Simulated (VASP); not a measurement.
# KMgF3 (Pm-3m) in VASP: further runs

The runs below take KMgF3 through single point, relaxation of cell and atoms, with PBE.

Everything below comes from runs of VASP 6.6.1. Logs are shortened: lines on timing, memory, paths and dates and some standing lists are left out, and cuts for length are marked.

## (1) Starting point

It takes space group Pm-3m (No. 221, cubic). The conventional cell has a = 4.094 Å, b = 4.094 Å, c = 4.094 Å, α = 90.00°, β = 90.00°, γ = 90.00°. K (site symmetry m-3m) is surrounded by 12 F at 2.90 Å. Around Mg (site symmetry m-3m) lie 6 F at 2.05 Å. Around F (site symmetry 4/mmm) lie 2 Mg at 2.05 Å.

## (2) Single point, PBE

Input file INCAR:

```
ALGO = Normal
EDIFF = 1E-6
ENCUT = 520
GGA = PE
ISIF = 2
ISMEAR = 0
LASPH = T
LCHARG = F
LREAL = F
LWAVE = F
NBANDS = 24
NELM = 100
PREC = Accurate
SIGMA = 0.02
```

Input file KPOINTS:

```
k-points
0
Gamma
  6 6 6
```

Input file POSCAR:

```
KMgF3
1.0
    4.0943294731      0.0000000000      0.0000000000
    0.0000000000      4.0943294731      0.0000000000
    0.0000000000      0.0000000000      4.0943294731
K Mg F
1 1 3
Direct
    0.5000000000      0.5000000000      0.5000000000
    0.0000000000      0.0000000000      0.0000000000
    0.5000000000      0.0000000000      0.0000000000
    0.0000000000      0.5000000000      0.0000000000
    0.0000000000      0.0000000000      0.5000000000
```

Potentials or basis: VASP PAW PBE potentials, release 64 (K_sv, Mg, F).

Run with:

```console
cat potpaw_PBE.64/K_sv/POTCAR potpaw_PBE.64/Mg/POTCAR potpaw_PBE.64/F/POTCAR > POTCAR
mpirun -np 1 vasp_std > vasp.out
```

OUTCAR:

```text
EDIFF = 1E-6
   ENCUT = 520
   GGA = PE
   ISIF = 2
   ISMEAR = 0
   LASPH = T
   LREAL = F
   NELM = 100
   PREC = Accurate

 ion  position               nearest neighbor table
   1  0.500  0.500  0.500-   2 3.55   2 3.55   2 3.55   2 3.55   2 3.55   2 3.55   2 3.55   2 3.55

   2  0.000  0.000  0.000-   3 2.05   4 2.05   5 2.05   5 2.05   4 2.05   3 2.05   1 3.55   1 3.55
                             1 3.55   1 3.55   1 3.55   1 3.55   1 3.55   1 3.55
   3  0.500  0.000  0.000-   2 2.05   2 2.05
   4  0.000  0.500  0.000-   2 2.05   2 2.05
   5  0.000  0.000  0.500-   2 2.05   2 2.05

  LATTYP: Found a simple cubic cell.
 ALAT       =     4.0943294731

  Lattice vectors:

 A1 = (   4.0943294731,   0.0000000000,   0.0000000000)
 A2 = (   0.0000000000,   4.0943294731,   0.0000000000)
 A3 = (   0.0000000000,   0.0000000000,   4.0943294731)

Analysis of symmetry for initial positions (statically):
=====================================================================
 Subroutine PRICEL returns:
 Original cell was already a primitive cell.

 Routine SETGRP: Setting up the symmetry group for a
 simple cubic supercell.

 Subroutine GETGRP returns: Found 48 space group operations
 (whereof 48 operations were pure point group operations)
 out of a pool of 48 trial point group operations.

The static configuration has the point symmetry O_h .

Analysis of symmetry for dynamics (positions and initial velocities):
=====================================================================
 Subroutine PRICEL returns:
 Original cell was already a primitive cell.

 Routine SETGRP: Setting up the symmetry group for a
 simple cubic supercell.

 Subroutine GETGRP returns: Found 48 space group operations
 (whereof 48 operations were pure point group operations)
 out of a pool of 48 trial point group operations.

The dynamic configuration has the point symmetry O_h .

 Subroutine INISYM returns: Found 48 space group operations
 (whereof 48 operations are pure point group operations),
 and found     1 'primitive' translations

----------------------------------------------------------------------------------------

                                     Primitive cell

  volume of cell :      68.6354

  direct lattice vectors                    reciprocal lattice vectors
     4.094329473  0.000000000  0.000000000     0.244240237  0.000000000  0.000000000
     0.000000000  4.094329473  0.000000000     0.000000000  0.244240237  0.000000000
     0.000000000  0.000000000  4.094329473     0.000000000  0.000000000  0.244240237

  length of vectors
     4.094329473  4.094329473  4.094329473     0.244240237  0.244240237  0.244240237

  position of ions in fractional coordinates (direct lattice)
     0.500000000  0.500000000  0.500000000
     0.000000000  0.000000000  0.000000000
     0.500000000  0.000000000  0.000000000
     0.000000000  0.500000000  0.000000000
     0.000000000  0.000000000  0.500000000

  ion indices of the primitive-cell ions
   primitive index   ion index
                 1           1
                 2           2
                 3           3
                 4           4
                 5           5

----------------------------------------------------------------------------------------

 KPOINTS: k-points

Automatic generation of k-mesh.
 Grid dimensions read from file:
 generate k-points for:    6    6    6

 Generating k-lattice:

  Cartesian coordinates                     Fractional coordinates (reciprocal lattice)
     0.040706706  0.000000000  0.000000000     0.166666667  0.000000000  0.000000000
     0.000000000  0.040706706  0.000000000     0.000000000  0.166666667  0.000000000
     0.000000000  0.000000000  0.040706706     0.000000000  0.000000000  0.166666667

  Length of vectors
     0.040706706  0.040706706  0.040706706

  Shift w.r.t. Gamma in fractional coordinates (k-lattice)
     0.000000000  0.000000000  0.000000000

 Subroutine IBZKPT returns following result:
 ===========================================

 Found     20 irreducible k-points:

 Following reciprocal coordinates:
            Coordinates               Weight
  0.000000  0.000000  0.000000      1.000000
  0.166667  0.000000  0.000000      6.000000
  0.333333  0.000000  0.000000      6.000000
  0.500000  0.000000  0.000000      3.000000
  0.166667  0.166667  0.000000     12.000000
  0.333333  0.166667  0.000000     24.000000
[... 12 lines left out ...]
  0.500000  0.500000  0.333333      6.000000
  0.500000  0.500000  0.500000      1.000000
   k-points           NKPTS =     20   k-points in BZ     NKDIM =     20   number of bands    NBANDS=     24
   number of dos      NEDOS =    301   number of ions     NIONS =      5
   total plane-waves  NPLWV =  27000
   dimension x,y,z NGX =    30 NGY =   30 NGZ =   30
   dimension x,y,z NGXF=    60 NGYF=   60 NGZF=   60
   ions per type =               1   1   3
   NGX,Y,Z   is equivalent  to a cutoff of  12.18, 12.18, 12.18 a.u.
   NGXF,Y,Z  is equivalent  to a cutoff of  24.36, 24.36, 24.36 a.u.
 SYSTEM =  unknown system
   PREC   = accura    normal or accurate (medium, high low for compatibility)
   ISTART =      0    job   : 0-new  1-cont  2-samecut
   ICHARG =      2    charge: 1-file 2-atom 10-const
   ISPIN  =      1    spin polarized calculation?
   LNONCOLLINEAR =      F non collinear calculations
   LSORBIT =      F    spin-orbit coupling
   LASPH  =      T    aspherical Exc in radial PAW
   ENCUT  =  520.0 eV  38.22 Ry    6.18 a.u.   7.61  7.61  7.61*2*pi/ulx,y,z
   NELM   =    100;   NELMIN=  2; NELMDL= -5     # of ELM steps
   EDIFF  = 0.1E-05   stopping-criterion for ELM
   LREAL  =      F    real-space projection
   EDIFFG = 0.1E-04   stopping-criterion for IOM
   NSW    =      0    number of steps for IOM
   IBRION =     -1    ionic relax: 0-MD 1-quasi-New 2-CG
   NFREE  =      0    steps in history (QN), initial steepest desc. (CG)
   ISIF   =      2    stress and relaxation
   ISYM   =      2    0-nonsym 1-usesym 2-fastsym
   POTIM  = 0.5000    time-step for ionic-motion
   TEBEG  =    0.0;   TEEND  =   0.0 temperature during run
   PSTRESS=    0.0 pullay stress
   NELECT =      32.0000    total number of electrons
   NUPDOWN=      -1.0000    fix difference up-down
   EMIN   =  10.00;   EMAX   =-10.00  energy-range for DOS
   EFERMI =   0.00;   METHOD = LEGACY
   ISMEAR =     0;   SIGMA  =   0.02  broadening in eV -4-tet -1-fermi 0-gaus
   EFERMI_NEDOS =   21; number of points for ismear=-14 and -15
   IALGO  =     38    algorithm
   IMIX   =      4    mixing-type and parameters
     AMIX     =   0.40;   BMIX     =  1.00
     AMIX_MAG =   1.60;   BMIX_MAG =  1.00
  volume/ion in A,a.u.               =      13.73        92.63
  Fermi-wavevector in a.u.,A,eV,Ry     =   1.269430  2.398875 21.925137  1.611452
  Thomas-Fermi vector in A             =   2.402472
   LORBIT       =      0    0 simple, 1 ext, 2 COOP (PROOUT), +10 PAW based schemes
   GGA     = PE    functional components
   LHFCALC =     F    Hartree Fock is set to
   AEXX    =    0.0000 exact exchange contribution
   IVDW    =     0    specifies the selected vdW correction
   LEPSILON=     F    determine dielectric tensor
   LRPA    =     F    only Hartree local field effects (RPA)
 non-spin polarized calculation
 Gauss-broadening in eV      SIGMA  =   0.02
  energy-cutoff  :      520.00
  volume of cell :       68.64
 maximum number of plane-waves:      1865
   NGX = 15   NGY = 15   NGZ = 15

 number of electron      31.9999985 magnetization

 Free energy of the ion-electron system (eV)
  ---------------------------------------------------
  ext. energy  EPLUGINS =         0.00000000
  ---------------------------------------------------
  free energy    TOTEN  =       -24.43679954 eV

  energy without entropy =      -24.43679954  energy(sigma->0) =      -24.43679954

 E-fermi :  -1.8211     XC(G=0):  -9.2910

 val. band max:       -1.9868813469   @ k =   0.5000   0.5000   0.5000
 cond. band min:       4.7343875191   @ k =   0.0000   0.0000   0.0000
 fundamental gap:      6.7212688660
 Fermi energy:        -1.8210828985

 k-point     1 :       0.0000    0.0000    0.0000
  band No.  band energies     occupation
      1     -27.8131      2.00000
      2     -21.9020      2.00000
      3     -21.3498      2.00000
      4     -21.3498      2.00000
      5     -11.2944      2.00000
      6     -11.2944      2.00000
[... 16 lines left out ...]
     23      11.1087      0.00000
     24      13.9803      0.00000

 k-point     2 :       0.1667    0.0000    0.0000
  band No.  band energies     occupation
      1     -27.8088      2.00000
      2     -21.8746      2.00000
      3     -21.3805      2.00000
      4     -21.3482      2.00000
      5     -11.2955      2.00000
      6     -11.2849      2.00000
[... 16 lines left out ...]
     23      11.1069      0.00000
     24      13.8659      0.00000

 k-point     3 :       0.3333    0.0000    0.0000
  band No.  band energies     occupation
      1     -27.8000      2.00000
      2     -21.8066      2.00000
      3     -21.4551      2.00000
      4     -21.3451      2.00000
      5     -11.2976      2.00000
      6     -11.2658      2.00000
[... 16 lines left out ...]
     23      11.2207      0.00000
     24      13.5673      0.00000

 k-point     4 :       0.5000    0.0000    0.0000
  band No.  band energies     occupation
      1     -27.7956      2.00000
      2     -21.7584      2.00000
      3     -21.5063      2.00000
      4     -21.3436      2.00000
      5     -11.2986      2.00000
      6     -11.2561      2.00000
[... 16 lines left out ...]
     23      11.9166      0.00000
     24      12.7474      0.00000

 k-point     5 :       0.1667    0.1667    0.0000
  band No.  band energies     occupation
      1     -27.8047      2.00000
      2     -21.8468      2.00000
      3     -21.3928      2.00000
      4     -21.3636      2.00000
      5     -11.3095      2.00000
      6     -11.2758      2.00000
[... 16 lines left out ...]
     23      11.1586      0.00000
     24      13.3204      0.00000

 k-point     6 :       0.3333    0.1667    0.0000
  band No.  band energies     occupation
      1     -27.7965      2.00000
      2     -21.7769      2.00000
      3     -21.4584      2.00000
      4     -21.3667      2.00000
      5     -11.3163      2.00000
      6     -11.2759      2.00000
[... 16 lines left out ...]
     23      11.3339      0.00000
     24      12.9447      0.00000
[... 271 lines left out ...]
 k-point    17 :       0.3333    0.3333    0.3333
  band No.  band energies     occupation
      1     -27.7809      2.00000
      2     -21.6203      2.00000
      3     -21.4674      2.00000
      4     -21.4674      2.00000
      5     -11.3767      2.00000
      6     -11.3767      2.00000
[... 16 lines left out ...]
     23      12.1092      0.00000
     24      12.9048      0.00000

 k-point    18 :       0.5000    0.3333    0.3333
  band No.  band energies     occupation
      1     -27.7781      2.00000
      2     -21.5696      2.00000
      3     -21.5096      2.00000
      4     -21.4644      2.00000
      5     -11.3966      2.00000
      6     -11.3884      2.00000
[... 16 lines left out ...]
     23      11.7233      0.00000
     24      12.3472      0.00000

 k-point    19 :       0.5000    0.5000    0.3333
  band No.  band energies     occupation
      1     -27.7755      2.00000
      2     -21.5137      2.00000
      3     -21.5075      2.00000
      4     -21.5075      2.00000
      5     -11.4140      2.00000
      6     -11.4140      2.00000
[... 16 lines left out ...]
     23      12.0412      0.00000
     24      12.0412      0.00000

 k-point    20 :       0.5000    0.5000    0.5000
  band No.  band energies     occupation
      1     -27.7731      2.00000
      2     -21.5040      2.00000
      3     -21.5040      2.00000
      4     -21.5040      2.00000
      5     -11.4323      2.00000
      6     -11.4323      2.00000
[... 16 lines left out ...]
     23      12.0965      0.00000
     24      12.3927      0.00000

------------------------ aborting loop because EDIFF is reached ----------------------------------------

  FORCE on cell =-STRESS in cart. coord.  units (eV):
  Direction    XX          YY          ZZ          XY          YZ          ZX
  --------------------------------------------------------------------------------------
  -------------------------------------------------------------------------------------
  Total       -0.9607469     -0.9607469     -0.9607469      0.0000000     -0.0000000      0.0000000
  in kB      -22.4270009    -22.4270009    -22.4270009      0.0000000     -0.0000000      0.0000000
  external PRESSURE =     -22.4270009 kB  Pullay stress =       0.0000000 kB

 VOLUME and BASIS-vectors are now :
 -----------------------------------------------------------------------------
  energy-cutoff  :      520.00
  volume of cell :       68.64
      direct lattice vectors                 reciprocal lattice vectors
     4.094329473  0.000000000  0.000000000     0.244240237  0.000000000  0.000000000
     0.000000000  4.094329473  0.000000000     0.000000000  0.244240237  0.000000000
     0.000000000  0.000000000  4.094329473     0.000000000  0.000000000  0.244240237

 POSITION                                       TOTAL-FORCE (eV/Angst)
 -----------------------------------------------------------------------------------
      2.04716      2.04716      2.04716         0.000000      0.000000      0.000000
      0.00000      0.00000      0.00000         0.000000      0.000000      0.000000
      2.04716      0.00000      0.00000         0.000000      0.000000      0.000000
      0.00000      2.04716      0.00000         0.000000      0.000000      0.000000
      0.00000      0.00000      2.04716         0.000000      0.000000      0.000000
 -----------------------------------------------------------------------------------
    total drift:                                0.000000     -0.000000      0.000000

  FREE ENERGIE OF THE ION-ELECTRON SYSTEM (eV)
  ---------------------------------------------------
  free  energy   TOTEN  =       -24.4367995381 eV

  energy  without entropy=      -24.4367995381  energy(sigma->0) =      -24.43679954
```

Run time: 27 s. Hardware: 1 thread of Intel Xeon Platinum 8259CL at 2.50GHz (Skylake/Cascade Lake), shared host; peak memory 0.18 GiB.

Results:

```yaml
Free_energy: -24.4368 eV
Pressure: -2.2 GPa
Band_gap_on_the_k_mesh: 6.72 eV, indirect (least direct gap 7.04 eV)
```

A k mesh can miss the band edges. PBE gaps usually lie below the measured ones, often by a third to a half.

## (3) Single point, PBE

This run uses another cell than the first one, of 12.93 Å³/atom, 0.942 times its volume.

Input file INCAR:

```
SYSTEM = KMgF3
PREC = Accurate
ENCUT = 520
EDIFF = 1E-7
ISMEAR = 0
SIGMA = 0.02
LREAL = .FALSE.
LASPH = .TRUE.
NELM = 100
ALGO = Fast
ISIF = 2
LWAVE = .FALSE.
LCHARG = .TRUE.
GGA = PE
LELF = .TRUE.
LVHAR = .TRUE.
NBANDS = 24
```

Input file KPOINTS:

```
regular mesh
0
G
  6 6 6
  0 0 0
```

Changes to POSCAR since step 2:

```diff
@@ -2,5 +2,5 @@
 1.0
-    4.0943294731      0.0000000000      0.0000000000
-    0.0000000000      4.0943294731      0.0000000000
-    0.0000000000      0.0000000000      4.0943294731
+    4.0132322251      0.0000000000      0.0000000000
+    0.0000000000      4.0132322251      0.0000000000
+    0.0000000000      0.0000000000      4.0132322251
 K Mg F
```

Potentials or basis: VASP PAW PBE potentials, release 64 (K_sv, Mg, F).

Run with:

```console
cat potpaw_PBE.64/K_sv/POTCAR potpaw_PBE.64/Mg/POTCAR potpaw_PBE.64/F/POTCAR > POTCAR
mpirun -np 1 vasp_std > vasp.out
```

OUTCAR:

```text
SYSTEM = KMgF3
   PREC = Accurate
   ENCUT = 520
   EDIFF = 1E-7
   ISMEAR = 0
   LREAL = .FALSE.
   LASPH = .TRUE.
   NELM = 100
   ISIF = 2
   GGA = PE

 ion  position               nearest neighbor table
   1  0.500  0.500  0.500-   3 2.84   4 2.84   5 2.84   3 2.84   4 2.84   3 2.84   5 2.84   3 2.84
                             4 2.84   5 2.84   4 2.84   5 2.84   2 3.48   2 3.48   2 3.48   2 3.48
   2  0.000  0.000  0.000-   3 2.01   4 2.01   5 2.01   5 2.01   4 2.01   3 2.01   1 3.48   1 3.48
                             1 3.48   1 3.48   1 3.48   1 3.48   1 3.48   1 3.48
[... 743 lines left out ...]
  -------------------------------------------------------------------------------------
  Total        0.7039309      0.7039309      0.7039309     -0.0000000      0.0000000      0.0000000
  in kB       17.4484848     17.4484848     17.4484848     -0.0000000      0.0000000      0.0000000
  external PRESSURE =      17.4484848 kB  Pullay stress =       0.0000000 kB

 VOLUME and BASIS-vectors are now :
 -----------------------------------------------------------------------------
  energy-cutoff  :      520.00
  volume of cell :       64.64
      direct lattice vectors                 reciprocal lattice vectors
     4.013232225  0.000000000  0.000000000     0.249175713  0.000000000  0.000000000
     0.000000000  4.013232225  0.000000000     0.000000000  0.249175713  0.000000000
     0.000000000  0.000000000  4.013232225     0.000000000  0.000000000  0.249175713

 POSITION                                       TOTAL-FORCE (eV/Angst)
 -----------------------------------------------------------------------------------
      2.00662      2.00662      2.00662         0.000000      0.000000      0.000000
      0.00000      0.00000      0.00000         0.000000      0.000000      0.000000
      2.00662      0.00000      0.00000         0.000000      0.000000      0.000000
      0.00000      2.00662      0.00000         0.000000      0.000000      0.000000
      0.00000      0.00000      2.00662         0.000000      0.000000      0.000000
 -----------------------------------------------------------------------------------
    total drift:                                0.000000     -0.000000      0.000000

  FREE ENERGIE OF THE ION-ELECTRON SYSTEM (eV)
  ---------------------------------------------------
  free  energy   TOTEN  =       -24.4379516085 eV

  energy  without entropy=      -24.4379516085  energy(sigma->0) =      -24.43795161
```

Run time: 43 s. Hardware: 1 thread of Intel Xeon Platinum 8259CL at 2.50GHz (Skylake/Cascade Lake), shared host; peak memory 0.18 GiB.

What came out:

```yaml
Free_energy: -24.4380 eV
Pressure: 1.7 GPa
Band_gap_on_the_k_mesh: 7.15 eV, indirect (least direct gap 7.47 eV)
```

Levels at points of the mesh, in eV from the valence-band top:
```tsv
k point	band 13	band 14	band 15	band 16	band 17	band 18	band 19	band 20
(0.00, 0.00, 0.00)	-0.60	-0.32	-0.32	-0.32	7.15	10.05	10.05	12.18
(0.50, 0.00, 0.00)	-0.84	-0.84	-0.52	-0.52	9.99	10.24	11.07	12.72
(0.50, 0.50, 0.00)	-1.00	-0.88	-0.88	-0.02	10.79	11.60	12.44	12.44
(0.50, 0.50, 0.50)	-1.10	0.00	0.00	0.00	10.36	10.36	10.36	13.82
```

(Part 1 of 2 ends here.)
